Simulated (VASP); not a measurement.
# BaS (Fm-3m) in VASP: a series of runs

Aim: see how the results for BaS move with the level of theory and the settings. Levels: r2SCAN, PBE, SCAN. Tasks: band structure, G0W0 quasiparticle levels.

Everything below comes from runs of VASP 6.6.1. Logs are shortened: lines on timing, memory, paths and dates and some standing lists are left out, and cuts for length are marked.

**What was measured.**

From a printed reference work, monograph, original work of 1988, for a bulk crystal of BaS at 2 K: band gap 3.806 eV (indirect).

The results are compared with them further down.

## 1. The crystal as given

It takes space group Fm-3m (No. 225, cubic). Conventional cell: a = 6.388 Å, b = 6.388 Å, c = 6.388 Å, α = 90.00°, β = 90.00°, γ = 90.00°. Ba (site symmetry m-3m) is surrounded by 6 S at 3.19 Å. S (site symmetry m-3m) has 6 Ba at 3.19 Å as nearest neighbours.

## 2. Band structure, r2SCAN, spin-orbit coupling, no magnetisation

INCAR reads:

```
PREC = Accurate
ENCUT = 520
EDIFF = 1E-7
ISMEAR = 0
SIGMA = 0.02
LREAL = False
LASPH = True
NELM = 100
ALGO = Normal
ISIF = 2
LWAVE = False
LCHARG = False
LNONCOLLINEAR = True
MAGMOM = 0 0 0 0 0 0
LORBIT = 11
LSORBIT = True
GGA_COMPAT = False
METAGGA = R2SCAN
LMIXTAU = True
KPAR = 2
```

KPOINTS reads:

```
Automatic mesh
0
Gamma
  6 6 6
```

POSCAR reads:

```
BaS
1.0
    0.0000000000      3.1937500000      3.1937500000
    3.1937500000      0.0000000000      3.1937500000
    3.1937500000      3.1937500000      0.0000000000
Ba S
1 1
Direct
    0.0000000000      0.0000000000      0.0000000000
    0.5000000000      0.5000000000      0.5000000000
```

KPOINTS_OPT reads:

```
path GXWKGLUWLK,UX
20
line-mode
reciprocal
 0.0000000000  0.0000000000  0.0000000000  G
 0.5000000000  0.0000000000  0.5000000000  X

 0.5000000000  0.0000000000  0.5000000000  X
 0.5000000000  0.2500000000  0.7500000000  W

 0.5000000000  0.2500000000  0.7500000000  W
 0.3750000000  0.3750000000  0.7500000000  K

 0.3750000000  0.3750000000  0.7500000000  K
 0.0000000000  0.0000000000  0.0000000000  G

 0.0000000000  0.0000000000  0.0000000000  G
 0.5000000000  0.5000000000  0.5000000000  L

 0.5000000000  0.5000000000  0.5000000000  L
 0.6250000000  0.2500000000  0.6250000000  U

 0.6250000000  0.2500000000  0.6250000000  U
 0.5000000000  0.2500000000  0.7500000000  W

 0.5000000000  0.2500000000  0.7500000000  W
 0.5000000000  0.5000000000  0.5000000000  L

 0.5000000000  0.5000000000  0.5000000000  L
 0.3750000000  0.3750000000  0.7500000000  K

 0.6250000000  0.2500000000  0.6250000000  U
 0.5000000000  0.0000000000  0.5000000000  X
```

Potentials or basis: VASP PAW PBE potentials, release 64 (Ba_sv, S).

On the command line:

```console
cat potpaw_PBE.64/Ba_sv/POTCAR potpaw_PBE.64/S/POTCAR > POTCAR
mpirun -np 2 vasp_ncl > vasp.out
```

OUTCAR:

```text
PREC = Accurate
   ENCUT = 520
   EDIFF = 1E-7
   ISMEAR = 0
   LREAL = False
   LASPH = True
   NELM = 100
   ISIF = 2
   LNONCOLLINEAR = True
   LORBIT = 11
   LSORBIT = True
   METAGGA = R2SCAN

 ion  position               nearest neighbor table
   1  0.000  0.000  0.000-   2 3.19   2 3.19   2 3.19   2 3.19   2 3.19   2 3.19
   2  0.500  0.500  0.500-   1 3.19   1 3.19   1 3.19   1 3.19   1 3.19   1 3.19

  LATTYP: Found a face centered cubic cell.
 ALAT       =     6.3875000000

  Lattice vectors:

 A1 = (   0.0000000000,   3.1937500000,   3.1937500000)
 A2 = (   3.1937500000,   0.0000000000,   3.1937500000)
 A3 = (   3.1937500000,   3.1937500000,   0.0000000000)

Analysis of symmetry for initial positions (statically):
=====================================================================
 Subroutine PRICEL returns:
 Original cell was already a primitive cell.

 Routine SETGRP: Setting up the symmetry group for a
 face centered cubic supercell.

 Subroutine GETGRP returns: Found 48 space group operations
 (whereof 48 operations were pure point group operations)
 out of a pool of 48 trial point group operations.

The static configuration has the point symmetry O_h .

Analysis of symmetry for dynamics (positions and initial velocities):
=====================================================================
 Subroutine PRICEL returns:
 Original cell was already a primitive cell.

 Routine SETGRP: Setting up the symmetry group for a
 face centered cubic supercell.

 Subroutine GETGRP returns: Found 48 space group operations
 (whereof 48 operations were pure point group operations)
 out of a pool of 48 trial point group operations.

The dynamic configuration has the point symmetry O_h .

Analysis of structural, dynamic, and magnetic symmetry:
=====================================================================
 Subroutine PRICEL returns:
 Original cell was already a primitive cell.

 Routine SETGRP: Setting up the symmetry group for a
 face centered cubic supercell.

 Subroutine GETGRP returns: Found 48 space group operations
 (whereof 48 operations were pure point group operations)
 out of a pool of 48 trial point group operations.

The overall configuration has the point symmetry O_h .

 Subroutine INISYM returns: Found 48 space group operations
 (whereof 48 operations are pure point group operations),
 and found     1 'primitive' translations

----------------------------------------------------------------------------------------

                                     Primitive cell

  volume of cell :      65.1527

  direct lattice vectors                    reciprocal lattice vectors
     0.000000000  3.193750000  3.193750000    -0.156555773  0.156555773  0.156555773
     3.193750000  0.000000000  3.193750000     0.156555773 -0.156555773  0.156555773
     3.193750000  3.193750000  0.000000000     0.156555773  0.156555773 -0.156555773

  length of vectors
     4.516644565  4.516644565  4.516644565     0.271162553  0.271162553  0.271162553

  position of ions in fractional coordinates (direct lattice)
     0.000000000  0.000000000  0.000000000
     0.500000000  0.500000000  0.500000000

  ion indices of the primitive-cell ions
   primitive index   ion index
                 1           1
                 2           2

----------------------------------------------------------------------------------------

 KPOINTS: Automatic mesh

Automatic generation of k-mesh.
 Grid dimensions read from file:
 generate k-points for:    6    6    6

 Generating k-lattice:

  Cartesian coordinates                     Fractional coordinates (reciprocal lattice)
    -0.026092629  0.026092629  0.026092629     0.166666667  0.000000000  0.000000000
     0.026092629 -0.026092629  0.026092629     0.000000000  0.166666667  0.000000000
[... 71 lines left out ...]
  Fermi-wavevector in a.u.,A,eV,Ry     =   1.025189  1.937326 14.299891  1.051012
  Thomas-Fermi vector in A             =   2.159016
   LORBIT       =     11    0 simple, 1 ext, 2 COOP (PROOUT), +10 PAW based schemes
   METAGGA = R2SCAN    functional components
   LHFCALC =     F    Hartree Fock is set to
   AEXX    =    0.0000 exact exchange contribution
   IVDW    =     0    specifies the selected vdW correction
   LEPSILON=     F    determine dielectric tensor
   LRPA    =     F    only Hartree local field effects (RPA)
 Gauss-broadening in eV      SIGMA  =   0.02
  energy-cutoff  :      520.00
  volume of cell :       65.15
 maximum number of plane-waves:      3614
 NGX is ok and might be reduce to    36
   NGX = 17   NGY = 17   NGZ = 17

 number of electron      16.0000001 magnetization       0.0000000      0.0000000      0.0000000

 number of electron      16.0000001 magnetization       0.0000000     -0.0000000      0.0000000

 number of electron      16.0000001 magnetization      -0.0000000     -0.0000000     -0.0000000

 number of electron      16.0000001 magnetization      -0.0000000     -0.0000000      0.0000000

 Free energy of the ion-electron system (eV)
  ---------------------------------------------------
  ext. energy  EPLUGINS =         0.00000000
  ---------------------------------------------------
  free energy    TOTEN  =       -39.38237245 eV

  energy without entropy =      -39.38237245  energy(sigma->0) =      -39.38237245

 E-fermi :   1.4137     XC(G=0):  -9.0813

 val. band max:        1.2671973718   @ k =   0.0000   0.0000   0.0000
 cond. band min:       3.6802735074   @ k =   0.5000   0.5000   0.0000
 fundamental gap:      2.4130761356
 Fermi energy:         1.4136629576

 k-point     1 :       0.0000    0.0000    0.0000
  band No.  band energies     occupation
      1     -25.5941      1.00000
      2     -25.5941      1.00000
      3     -11.5674      1.00000
      4     -11.5674      1.00000
      5      -9.6029      1.00000
      6      -9.6029      1.00000
[... 421 lines left out ...]
     23       8.8539      0.00000
     24       8.8539      0.00000

------------------------ aborting loop because EDIFF is reached ----------------------------------------

  FORCE on cell =-STRESS in cart. coord.  units (eV):
  Direction    XX          YY          ZZ          XY          YZ          ZX
  --------------------------------------------------------------------------------------
  -------------------------------------------------------------------------------------
  Total        0.5655597      0.5655597      0.5655597      0.0000000     -0.0000000      0.0000000
  in kB       13.9077314     13.9077314     13.9077314      0.0000000     -0.0000000      0.0000000
  external PRESSURE =      13.9077314 kB  Pullay stress =       0.0000000 kB

 VOLUME and BASIS-vectors are now :
 -----------------------------------------------------------------------------
  energy-cutoff  :      520.00
  volume of cell :       65.15
      direct lattice vectors                 reciprocal lattice vectors
     0.000000000  3.193750000  3.193750000    -0.156555773  0.156555773  0.156555773
     3.193750000  0.000000000  3.193750000     0.156555773 -0.156555773  0.156555773
     3.193750000  3.193750000  0.000000000     0.156555773  0.156555773 -0.156555773

 POSITION                                       TOTAL-FORCE (eV/Angst)
 -----------------------------------------------------------------------------------
      0.00000      0.00000      0.00000        -0.000000     -0.000000      0.000000
      3.19375      3.19375      3.19375         0.000000      0.000000     -0.000000
 -----------------------------------------------------------------------------------
    total drift:                                0.000000      0.000000      0.000000

  FREE ENERGIE OF THE ION-ELECTRON SYSTEM (eV)
  ---------------------------------------------------
  free  energy   TOTEN  =       -39.3823724476 eV

  energy  without entropy=      -39.3823724476  energy(sigma->0) =      -39.38237245

 Spin-Orbit-Coupling matrix elements

 Ion:    1  E_soc:     -0.3666420
 l=   1
     0.0000000    -0.0609260    -0.0609260
    -0.0609260     0.0000000    -0.0609260
    -0.0609260    -0.0609260     0.0000000
 l=   2
     0.0000000    -0.0000119     0.0000000    -0.0000119    -0.0001691
    -0.0000119     0.0000000    -0.0001268    -0.0000119    -0.0000423
     0.0000000    -0.0001268     0.0000000    -0.0001268     0.0000000
    -0.0000119    -0.0000119    -0.0001268     0.0000000    -0.0000423
    -0.0001691    -0.0000423     0.0000000    -0.0000423     0.0000000
 l=   3
     0.0000000     0.0000000     0.0000000     0.0000000     0.0000000     0.0000000     0.0000000
     0.0000000     0.0000000     0.0000000     0.0000000     0.0000000     0.0000000     0.0000000
     0.0000000     0.0000000     0.0000000     0.0000000     0.0000000     0.0000000     0.0000000
     0.0000000     0.0000000     0.0000000     0.0000000     0.0000000     0.0000000     0.0000000
     0.0000000     0.0000000     0.0000000     0.0000000     0.0000000     0.0000000     0.0000000
     0.0000000     0.0000000     0.0000000     0.0000000     0.0000000     0.0000000     0.0000000
     0.0000000     0.0000000     0.0000000     0.0000000     0.0000000     0.0000000     0.0000000

 Ion:    2  E_soc:     -0.0021839
 l=   1
     0.0000000    -0.0003640    -0.0003640
    -0.0003640     0.0000000    -0.0003640
    -0.0003640    -0.0003640     0.0000000
 l=   2
     0.0000000     0.0000000     0.0000000     0.0000000     0.0000000
     0.0000000     0.0000000     0.0000000     0.0000000     0.0000000
     0.0000000     0.0000000     0.0000000     0.0000000     0.0000000
     0.0000000     0.0000000     0.0000000     0.0000000     0.0000000
     0.0000000     0.0000000     0.0000000     0.0000000     0.0000000
 l=   3
     0.0000000     0.0000000     0.0000000     0.0000000     0.0000000     0.0000000     0.0000000
     0.0000000     0.0000000     0.0000000     0.0000000     0.0000000     0.0000000     0.0000000
     0.0000000     0.0000000     0.0000000     0.0000000     0.0000000     0.0000000     0.0000000
     0.0000000     0.0000000     0.0000000     0.0000000     0.0000000     0.0000000     0.0000000
     0.0000000     0.0000000     0.0000000     0.0000000     0.0000000     0.0000000     0.0000000
     0.0000000     0.0000000     0.0000000     0.0000000     0.0000000     0.0000000     0.0000000
     0.0000000     0.0000000     0.0000000     0.0000000     0.0000000     0.0000000     0.0000000

 total charge

# of ion       s       p       d       tot
------------------------------------------
    1        2.020   5.634   0.256   7.910
    2        1.309   2.460   0.000   3.769
--------------------------------------------------
tot          3.329   8.094   0.256  11.679

 magnetization (x)

# of ion       s       p       d       tot
------------------------------------------
    1       -0.000   0.000  -0.000  -0.000
    2        0.000   0.000   0.000   0.000
--------------------------------------------------
tot         -0.000   0.000  -0.000  -0.000

 magnetization (y)

# of ion       s       p       d       tot
------------------------------------------
    1        0.000   0.000  -0.000   0.000
    2        0.000   0.000   0.000   0.000
--------------------------------------------------
tot          0.000   0.000  -0.000   0.000

 magnetization (z)

# of ion       s       p       d       tot
------------------------------------------
    1       -0.000   0.000   0.000   0.000
    2        0.000   0.000   0.000   0.000
--------------------------------------------------
tot         -0.000   0.000   0.000   0.000
```

Run time: 15 min. Hardware: 2 MPI ranks of AMD EPYC 9R45 (Zen 5), shared host; peak memory 0.46 GiB.

What came out:

```yaml
Free_energy: -39.3824 eV
Pressure: 1.4 GPa
Valence_electrons_inside_the_program's_atomic_spheres: Ba 7.91; S 3.77
```

Caveat: the PAW data sets were made with another functional, which shifts forces and pressure a little.

(Continued in part 2 of 3.)
